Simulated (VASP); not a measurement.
# TaN (P6_3/mmc) in VASP: a series of runs, part 2 of 3

VASP 6.6.1.

**3. Relaxation of cell and atoms, PBE**

Input file INCAR:

```
ALGO = Normal
EDIFF = 1E-7
EDIFFG = -0.01
ENCUT = 600
GGA = PE
IBRION = 2
ISIF = 3
ISMEAR = -1
LASPH = True
LCHARG = False
LREAL = False
LWAVE = False
NELM = 60
NSW = 60
PREC = Accurate
SIGMA = 0.05
```

Input file KPOINTS:

```
k-points
0
Gamma
  10 10 5
```

Input file POSCAR:

```
TaN
1.0
    2.9217699809      0.0000000000      0.0000000000
   -1.4608849905      2.5303270275      0.0000000000
    0.0000000000      0.0000000000      5.9165150000
Ta N
2 2
Direct
    0.0000000000      0.0000000000      0.5000000000
    0.0000000000      0.0000000000      0.0000000000
    0.3333333333      0.6666666667      0.2500000000
    0.6666666667      0.3333333333      0.7500000000
```

Potentials or basis: VASP PAW PBE potentials, release 64 (Ta_pv, N).

On the command line:

```console
cat potpaw_PBE.64/Ta_pv/POTCAR potpaw_PBE.64/N/POTCAR > POTCAR
mpirun -np 1 vasp_std > vasp.out
```

OUTCAR:

```text
EDIFF = 1E-7
   EDIFFG = -0.01
   ENCUT = 600
   GGA = PE
   IBRION = 2
   ISIF = 3
   ISMEAR = -1
   LASPH = True
   LREAL = False
   NELM = 60
   NSW = 60
   PREC = Accurate

 ion  position               nearest neighbor table
   1  0.000  0.000  0.500-   3 2.24   4 2.24   4 2.24   3 2.24   4 2.24   3 2.24   2 2.96   2 2.96

   2  0.000  0.000  0.000-   3 2.24   4 2.24   4 2.24   3 2.24   4 2.24   3 2.24   1 2.96   1 2.96

   3  0.333  0.667  0.250-   1 2.24   2 2.24   1 2.24   2 2.24   1 2.24   2 2.24
   4  0.667  0.333  0.750-   1 2.24   2 2.24   1 2.24   2 2.24   1 2.24   2 2.24

  LATTYP: Found a hexagonal cell.
 ALAT       =     2.9217699809
 C/A-ratio  =     2.0249763119

  Lattice vectors:

 A1 = (   2.9217699809,   0.0000000000,   0.0000000000)
 A2 = (  -1.4608849905,   2.5303270275,   0.0000000000)
 A3 = (   0.0000000000,   0.0000000000,   5.9165150000)

Analysis of symmetry for initial positions (statically):
=====================================================================
 Subroutine PRICEL returns:
 Original cell was already a primitive cell.

 Routine SETGRP: Setting up the symmetry group for a
 hexagonal supercell.

 Subroutine GETGRP returns: Found 24 space group operations
 (whereof 12 operations were pure point group operations)
 out of a pool of 24 trial point group operations.

The static configuration has the point symmetry D_3d.
 The point group associated with its full space group is D_6h.

Analysis of symmetry for dynamics (positions and initial velocities):
=====================================================================
 Subroutine PRICEL returns:
 Original cell was already a primitive cell.

 Routine SETGRP: Setting up the symmetry group for a
 hexagonal supercell.

 Subroutine GETGRP returns: Found 24 space group operations
 (whereof 12 operations were pure point group operations)
 out of a pool of 24 trial point group operations.

The dynamic configuration has the point symmetry D_3d.
[... 127 lines left out ...]
  Thomas-Fermi vector in A             =   2.589812
   LORBIT       =      0    0 simple, 1 ext, 2 COOP (PROOUT), +10 PAW based schemes
   GGA     = PE    functional components
   LHFCALC =     F    Hartree Fock is set to
   AEXX    =    0.0000 exact exchange contribution
   IVDW    =     0    specifies the selected vdW correction
   LEPSILON=     F    determine dielectric tensor
   LRPA    =     F    only Hartree local field effects (RPA)
 conjugate gradient relaxation of ions
 non-spin polarized calculation
  energy-cutoff  :      600.00
  volume of cell :       43.74
 maximum number of plane-waves:      1476
 NGX is ok and might be reduce to    24
   NGX = 11   NGY = 11   NGZ = 23

--------------------------------------- Ionic step        1  -------------------------------------------

 number of electron      32.0000005 magnetization

 Free energy of the ion-electron system (eV)
  ---------------------------------------------------
  ext. energy  EPLUGINS =         0.00000000
  ---------------------------------------------------
  free energy    TOTEN  =       -44.03314980 eV

  energy without entropy =      -44.02304644  energy(sigma->0) =      -44.02809812

------------------------ aborting loop because EDIFF is reached ----------------------------------------

  FORCE on cell =-STRESS in cart. coord.  units (eV):
  Direction    XX          YY          ZZ          XY          YZ          ZX
  --------------------------------------------------------------------------------------
  -------------------------------------------------------------------------------------
  Total       -0.1489882     -0.1489882     -0.0907664      0.0000000      0.0000000      0.0000000
  in kB       -5.4572504     -5.4572504     -3.3246588      0.0000000      0.0000000      0.0000000
  external PRESSURE =      -4.7463865 kB  Pullay stress =       0.0000000 kB
[... 63 lines left out ...]
--------------------------------------- Ionic step        3  -------------------------------------------

 number of electron      32.0000005 magnetization

 Free energy of the ion-electron system (eV)
  ---------------------------------------------------
  ext. energy  EPLUGINS =         0.00000000
  ---------------------------------------------------
  free energy    TOTEN  =       -44.03325580 eV

  energy without entropy =      -44.02316510  energy(sigma->0) =      -44.02821045

 E-fermi :   8.1325     XC(G=0): -13.2762

 val. band max:        8.0985188192   @ k =   0.1000   0.1000   0.4000
 cond. band min:       8.1424431527   @ k =   0.1000   0.0000   0.2000
 fundamental gap:      0.0439243335
 Fermi energy:         8.1325311184

 k-point     1 :       0.0000    0.0000    0.0000
  band No.  band energies     occupation
      1     -27.4814      2.00000
      2     -26.7353      2.00000
      3     -26.4818      2.00000
      4     -26.4818      2.00000
      5     -26.4210      2.00000
      6     -26.4210      2.00000
[... 541 lines left out ...]
     19      12.0278      0.00000
     20      12.8723      0.00000

 [... further k-points ...]
[... 5 lines left out ...]
  --------------------------------------------------------------------------------------
  -------------------------------------------------------------------------------------
  Total       -0.0066183     -0.0066183      0.0327296      0.0000000     -0.0000000      0.0000000
  in kB       -0.2427970     -0.2427970      1.2007025      0.0000000     -0.0000000      0.0000000
  external PRESSURE =       0.2383695 kB  Pullay stress =       0.0000000 kB
[... 19 lines left out ...]
  FREE ENERGIE OF THE ION-ELECTRON SYSTEM (eV)
  ---------------------------------------------------
  free  energy   TOTEN  =       -44.0332558004 eV

  energy  without entropy=      -44.0231650986  energy(sigma->0) =      -44.02821045

 reached required accuracy - stopping structural energy minimisation
```

OSZICAR:

```text
N       E                     dE             d eps       ncg     rms          rms(c)
DAV:   1     0.292315017254E+03    0.29232E+03   -0.19532E+04  1680   0.186E+03
DAV:   2    -0.332913210850E+02   -0.32561E+03   -0.31570E+03  1976   0.491E+02
DAV:   3    -0.490402849100E+02   -0.15749E+02   -0.15366E+02  2104   0.101E+02
[... 25 lines left out ...]
DAV:   3    -0.440332580234E+02    0.31358E-03   -0.11175E-03  1832   0.303E-01    0.392E-02
DAV:   4    -0.440332578655E+02    0.15793E-06   -0.25501E-05  2024   0.450E-02    0.257E-02
DAV:   5    -0.440332581558E+02   -0.29030E-06   -0.83946E-06  2148   0.181E-02    0.815E-03
DAV:   6    -0.440332554682E+02    0.26876E-05   -0.40786E-06  1948   0.146E-02    0.435E-03
DAV:   7    -0.440332558015E+02   -0.33328E-06   -0.77997E-07  1992   0.701E-03    0.231E-03
DAV:   8    -0.440332558004E+02    0.11382E-08   -0.64465E-08  1044   0.202E-03
   3 F= -.44033256E+02 E0= -.44028210E+02  d E =-.105997E-03
```

CONTCAR:

```text
TaN
   1.00000000000000
     2.9200374176960087    0.0000000000000342    0.0000000000000000
    -1.4600187088979448    2.5288265837516177   -0.0000000000000000
     0.0000000000000000    0.0000000000000000    5.9143776175719864
  Ta              N
     2     2
Direct
     0.0000000000000000    0.0000000000000000    0.5000000000000000
     0.0000000000000000    1.0000000000000000    0.0000000000000000
     0.3333333332999970    0.6666666667000030    0.2500000000000000
     0.6666666667000030    0.3333333332999970    0.7500000000000000

  0.00000000E+00  0.00000000E+00  0.00000000E+00
  0.00000000E+00  0.00000000E+00  0.00000000E+00
  0.00000000E+00  0.00000000E+00  0.00000000E+00
  0.00000000E+00  0.00000000E+00  0.00000000E+00
```

It took 41 s on 1 thread of Intel Xeon Platinum 8559C (Emerald Rapids), shared host; peak memory 0.2 GiB.

What came out:

- Free energy: -44.0333 eV
- Relaxed volume: 10.92 Å³/atom
- Relaxed cell: a = 2.920 Å, b = 2.920 Å, c = 5.914 Å, α = 90.00°, β = 90.00°, γ = 120.00°
- Space group after relaxing (to 0.05 Å): P6_3/mmc (No. 194)
- Energy gained by relaxing: 0.0 meV/atom
- Ionic steps: 3
- Pressure after relaxing: 0.0 GPa
- Band gap on the k mesh: none (metal or under the smearing width)

Step by step:
```csv
step,energy change (eV),largest force (eV/Å),pressure (GPa),volume (Å³)
1,0.0000,0.0000,-0.47,43.74
2,0.0003,0.0000,1.05,43.54
3,-0.0001,0.0000,0.02,43.67
```

Final structure:
```cif
data_structure
_symmetry_space_group_name_H-M 'P 1'
_symmetry_Int_Tables_number 1
_cell_length_a 2.9200
_cell_length_b 2.9200
_cell_length_c 5.9144
_cell_angle_alpha 90.000
_cell_angle_beta 90.000
_cell_angle_gamma 120.000
_cell_volume 43.67
loop_
_atom_site_label
_atom_site_type_symbol
_atom_site_fract_x
_atom_site_fract_y
_atom_site_fract_z
_atom_site_occupancy
Ta1 Ta 0.00000 0.00000 0.50000 1
Ta2 Ta 0.00000 0.00000 0.00000 1
N1 N 0.33333 0.66667 0.25000 1
N2 N 0.66667 0.33333 0.75000 1
```

Spin-orbit coupling is left out, which matters for the levels of Ta.

**4. Relaxation of cell and atoms, PBE**

Input file INCAR:

```
SYSTEM = TaN
PREC = Accurate
ENCUT = 680
EDIFF = 1E-6
ISMEAR = -1
SIGMA = 0.05
LREAL = .False.
LASPH = .True.
NELM = 80
ALGO = Normal
ISIF = 3
LWAVE = .False.
LCHARG = .False.
GGA = PE
IBRION = 2
NSW = 40
EDIFFG = -0.01
```

Input file KPOINTS:

```
Automatic mesh
0
Gamma
  10 10 5
  0 0 0
```

POSCAR is that of step 3.

Potentials or basis: VASP PAW PBE potentials, release 64 (Ta_sv_GW, N_GW).

On the command line:

```console
cat potpaw_PBE.64/Ta_sv_GW/POTCAR potpaw_PBE.64/N_GW/POTCAR > POTCAR
mpirun -np 1 vasp_std > vasp.out
```

OUTCAR:

```text
SYSTEM = TaN
   PREC = Accurate
   ENCUT = 680
   EDIFF = 1E-6
   ISMEAR = -1
   LREAL = .False.
   LASPH = .True.
   NELM = 80
   ISIF = 3
   GGA = PE
   IBRION = 2
   NSW = 40
   EDIFFG = -0.01

 ion  position               nearest neighbor table
   1  0.000  0.000  0.500-   3 2.24   4 2.24   4 2.24   3 2.24   4 2.24   3 2.24   2 2.96   2 2.96

   2  0.000  0.000  0.000-   3 2.24   4 2.24   4 2.24   3 2.24   4 2.24   3 2.24   1 2.96   1 2.96

   3  0.333  0.667  0.250-   1 2.24   2 2.24   1 2.24   2 2.24   1 2.24   2 2.24
   4  0.667  0.333  0.750-   1 2.24   2 2.24   1 2.24   2 2.24   1 2.24   2 2.24

  LATTYP: Found a hexagonal cell.
 ALAT       =     2.9217699809
 C/A-ratio  =     2.0249763119

  Lattice vectors:

 A1 = (   2.9217699809,   0.0000000000,   0.0000000000)
 A2 = (  -1.4608849905,   2.5303270275,   0.0000000000)
 A3 = (   0.0000000000,   0.0000000000,   5.9165150000)

Analysis of symmetry for initial positions (statically):
=====================================================================
 Subroutine PRICEL returns:
 Original cell was already a primitive cell.

 Routine SETGRP: Setting up the symmetry group for a
 hexagonal supercell.

 Subroutine GETGRP returns: Found 24 space group operations
 (whereof 12 operations were pure point group operations)
 out of a pool of 24 trial point group operations.

The static configuration has the point symmetry D_3d.
 The point group associated with its full space group is D_6h.

Analysis of symmetry for dynamics (positions and initial velocities):
=====================================================================
 Subroutine PRICEL returns:
 Original cell was already a primitive cell.

 Routine SETGRP: Setting up the symmetry group for a
[... 129 lines left out ...]
   IMIX   =      4    mixing-type and parameters
     AMIX     =   0.40;   BMIX     =  1.00
     AMIX_MAG =   1.60;   BMIX_MAG =  1.00
  volume/ion in A,a.u.               =      10.94        73.79
  Fermi-wavevector in a.u.,A,eV,Ry     =   1.534191  2.899201 32.024607  2.353742
  Thomas-Fermi vector in A             =   2.641153
   LORBIT       =      0    0 simple, 1 ext, 2 COOP (PROOUT), +10 PAW based schemes
   GGA     = PE    functional components
   LHFCALC =     F    Hartree Fock is set to
   AEXX    =    0.0000 exact exchange contribution
   IVDW    =     0    specifies the selected vdW correction
   LEPSILON=     F    determine dielectric tensor
   LRPA    =     F    only Hartree local field effects (RPA)
 conjugate gradient relaxation of ions
 non-spin polarized calculation
  energy-cutoff  :      680.00
  volume of cell :       43.74
 maximum number of plane-waves:      1783
 NGX is ok and might be reduce to    28
   NGX = 13   NGY = 13   NGZ = 25

--------------------------------------- Ionic step        1  -------------------------------------------

 number of electron      36.0000000 magnetization

 Free energy of the ion-electron system (eV)
  ---------------------------------------------------
  ext. energy  EPLUGINS =         0.00000000
  ---------------------------------------------------
  free energy    TOTEN  =       -49.09292916 eV

  energy without entropy =      -49.08271939  energy(sigma->0) =      -49.08782428

------------------------ aborting loop because EDIFF is reached ----------------------------------------

  FORCE on cell =-STRESS in cart. coord.  units (eV):
  Direction    XX          YY          ZZ          XY          YZ          ZX
  --------------------------------------------------------------------------------------
  -------------------------------------------------------------------------------------
  Total       -0.3101528     -0.3101528     -0.2490754      0.0000000     -0.0000000      0.0000000
  in kB      -11.3605035    -11.3605035     -9.1233174      0.0000000     -0.0000000      0.0000000
  external PRESSURE =     -10.6147748 kB  Pullay stress =       0.0000000 kB
[... 177 lines left out ...]
--------------------------------------- Ionic step        6  -------------------------------------------

 number of electron      36.0000000 magnetization

 Free energy of the ion-electron system (eV)
  ---------------------------------------------------
  ext. energy  EPLUGINS =         0.00000000
  ---------------------------------------------------
  free energy    TOTEN  =       -49.09342462 eV

  energy without entropy =      -49.08323845  energy(sigma->0) =      -49.08833153

 E-fermi :  12.2922     XC(G=0): -13.6186

 val. band max:       12.2574837363   @ k =   0.1000   0.1000   0.4000
 cond. band min:      12.3035393909   @ k =   0.1000   0.0000   0.2000
 fundamental gap:      0.0460556546
 Fermi energy:        12.2921909131

 k-point     1 :       0.0000    0.0000    0.0000
  band No.  band energies     occupation
      1     -56.2860      2.00000
      2     -56.2494      2.00000
      3     -23.3126      2.00000
      4     -22.5611      2.00000
      5     -22.3048      2.00000
      6     -22.3048      2.00000
[... 589 lines left out ...]
     21      16.1942      0.00000
     22      17.0403      0.00000

 [... further k-points ...]
[... 5 lines left out ...]
  --------------------------------------------------------------------------------------
  -------------------------------------------------------------------------------------
  Total       -0.0359515     -0.0359515      0.0229035      0.0000000     -0.0000000     -0.0000000
  in kB       -1.3210136     -1.3210136      0.8415728      0.0000000     -0.0000000     -0.0000000
  external PRESSURE =      -0.6001515 kB  Pullay stress =       0.0000000 kB
[... 19 lines left out ...]
  FREE ENERGIE OF THE ION-ELECTRON SYSTEM (eV)
  ---------------------------------------------------
  free  energy   TOTEN  =       -49.0934246208 eV

  energy  without entropy=      -49.0832384470  energy(sigma->0) =      -49.08833153

 reached required accuracy - stopping structural energy minimisation
```

OSZICAR:

```text
N       E                     dE             d eps       ncg     rms          rms(c)
DAV:   1     0.416952942136E+03    0.41695E+03   -0.25528E+04  1848   0.208E+03
DAV:   2    -0.265508054954E+02   -0.44350E+03   -0.43209E+03  2604   0.631E+02
DAV:   3    -0.558470475430E+02   -0.29296E+02   -0.28902E+02  2508   0.138E+02
[... 63 lines left out ...]
DAV:   5    -0.490934124422E+02   -0.87216E-05   -0.50964E-05  2596   0.649E-02    0.444E-01
DAV:   6    -0.490934181970E+02   -0.57548E-05   -0.74366E-06  2458   0.249E-02    0.313E-01
DAV:   7    -0.490934193882E+02   -0.11912E-05   -0.19037E-06  1264   0.129E-02    0.294E-01
DAV:   8    -0.490934238912E+02   -0.45030E-05   -0.30928E-06  1460   0.172E-02    0.204E-01
DAV:   9    -0.490934246208E+02   -0.72963E-06   -0.60143E-07  1008   0.774E-03
   6 F= -.49093425E+02 E0= -.49088332E+02  d E =-.495459E-03
```

CONTCAR:

```text
TaN
   1.00000000000000
     2.9184868367962506    0.0000000000000649    0.0000000000000000
    -1.4592434184480130    2.5274837413017481    0.0000000000000000
    -0.0000000000000000   -0.0000000000000000    5.9111759363759298
  Ta              N
     2     2
Direct
     0.0000000000000000    0.0000000000000000    0.5000000000000000
     0.0000000000000000    0.0000000000000000    0.0000000000000000
     0.3333333332999970    0.6666666667000030    0.2500000000000000
     0.6666666667000030    0.3333333332999970    0.7500000000000000

  0.00000000E+00  0.00000000E+00  0.00000000E+00
  0.00000000E+00  0.00000000E+00  0.00000000E+00
  0.00000000E+00  0.00000000E+00  0.00000000E+00
  0.00000000E+00  0.00000000E+00  0.00000000E+00
```

It took 2.9 min on 1 thread of Intel Xeon Platinum 8559C (Emerald Rapids), shared host; peak memory 0.23 GiB.

What came out:

| Item | Value |
| --- | --- |
| Free energy | -49.0934 eV |
| Relaxed volume | 10.90 Å³/atom |
| Relaxed cell | a = 2.918 Å, b = 2.918 Å, c = 5.911 Å, α = 90.00°, β = 90.00°, γ = 120.00° |
| Space group after relaxing (to 0.05 Å) | P6_3/mmc (No. 194) |
| Energy gained by relaxing | 0.1 meV/atom |
| Ionic steps | 6 |
| Pressure after relaxing | -0.1 GPa |
| Band gap on the k mesh | none (metal or under the smearing width) |

Stress tensor (GPa, compression positive):
```
-0.13  0.00  0.00
 0.00 -0.13  0.00
 0.00  0.00  0.08
```

The path:
| step | energy change (eV) | largest force (eV/Å) | pressure (GPa) | volume (Å³) |
| --- | --- | --- | --- | --- |
| 1 | 0.0000 | 0.0000 | -1.06 | 43.74 |
| 2 | 0.0018 | 0.0000 | 2.39 | 43.28 |
| 3 | -0.0005 | 0.0000 | 0.02 | 43.59 |
| 4 | -0.0005 | 0.0000 | 0.05 | 43.60 |
| 5 | -0.0004 | 0.0000 | -0.46 | 43.67 |
| 6 | -0.0005 | 0.0000 | -0.06 | 43.60 |

Final structure:
```cif
data_structure
_symmetry_space_group_name_H-M 'P 1'
_symmetry_Int_Tables_number 1
_cell_length_a 2.9185
_cell_length_b 2.9185
_cell_length_c 5.9112
_cell_angle_alpha 90.000
_cell_angle_beta 90.000
_cell_angle_gamma 120.000
_cell_volume 43.60
loop_
_atom_site_label
_atom_site_type_symbol
_atom_site_fract_x
_atom_site_fract_y
_atom_site_fract_z
_atom_site_occupancy
Ta1 Ta 0.00000 0.00000 0.50000 1
Ta2 Ta 0.00000 0.00000 0.00000 1
N1 N 0.33333 0.66667 0.25000 1
N2 N 0.66667 0.33333 0.75000 1
```

Spin-orbit coupling is left out, which matters for the levels of Ta.

**5. Relaxation of cell and atoms, PBE**

Input file INCAR:

```
  PREC = Accurate
  ENCUT = 630
  EDIFF = 1E-6
  ISMEAR = -1
  SIGMA = 0.05
  LREAL = F
  LASPH = T
  NELM = 80
  ALGO = Normal
  ISIF = 3
  LWAVE = F
  LCHARG = F
  GGA = PE
  IBRION = 2
  NSW = 60
  EDIFFG = -0.005
```

Input file KPOINTS:

```
regular mesh
0
Gamma
  10 10 5
```

POSCAR is that of step 4.

On the command line:

```console
cat potpaw_PBE.64/Ta_sv_GW/POTCAR potpaw_PBE.64/N_GW/POTCAR > POTCAR
mpirun -np 1 vasp_std > vasp.out
```

It took 94 s on 1 thread of Intel Xeon Platinum 8559C (Emerald Rapids), shared host; peak memory 0.22 GiB.

Results (log left out):

```yaml
Free_energy: -49.0943 eV
Relaxed_volume: 10.90 Å³/atom
Relaxed_cell: a = 2.918 Å, b = 2.918 Å, c = 5.913 Å, α = 90.00°, β = 90.00°, γ = 120.00°
Space_group_after_relaxing_to_0.05_Å: P6_3/mmc (No. 194)
Energy_gained_by_relaxing: 0.1 meV/atom
Ionic_steps: 5
Pressure_after_relaxing: 0.0 GPa
Band_gap_on_the_k_mesh: none (metal or under the smearing width)
```

The path:
| step | energy change (eV) | largest force (eV/Å) | pressure (GPa) | volume (Å³) |
| --- | --- | --- | --- | --- |
| 1 | 0.0000 | 0.0000 | -0.99 | 43.74 |
| 2 | 0.0016 | 0.0000 | 2.24 | 43.31 |
| 3 | -0.0004 | 0.0000 | 0.01 | 43.61 |
| 4 | -0.0004 | 0.0000 | 0.00 | 43.61 |
| 5 | -0.0004 | 0.0000 | 0.00 | 43.61 |

Final structure:
```yaml
crystal:
  lattice:
    - [2.91818, 0.00000, 0.00000]
    - [-1.45909, 2.52722, 0.00000]
    - [0.00000, 0.00000, 5.91269]
  atoms:
    - { symbol: Ta, position: [0.00000, 0.00000, 0.50000] }
    - { symbol: Ta, position: [0.00000, 0.00000, 0.00000] }
    - { symbol: N, position: [0.33333, 0.66667, 0.25000] }
    - { symbol: N, position: [0.66667, 0.33333, 0.75000] }
```

Levels at points of the mesh, in eV from the Fermi level:
| k point | band 14 | band 15 | band 16 | band 17 | band 18 | band 19 | band 20 | band 21 | band 22 |
| --- | --- | --- | --- | --- | --- | --- | --- | --- | --- |
| (0.00, 0.00, 0.00) | -4.29 | -3.50 | -2.00 | -2.00 | -0.23 | -0.23 | 0.56 | 0.56 | 2.33 |
| (0.50, 0.00, 0.00) | -5.39 | -4.14 | -3.70 | -2.81 | -2.13 | 2.85 | 3.95 | 4.83 | 5.15 |

The run has no spin-orbit coupling, so splittings on Ta are missing.

(Part 2 of 3 ends here.)
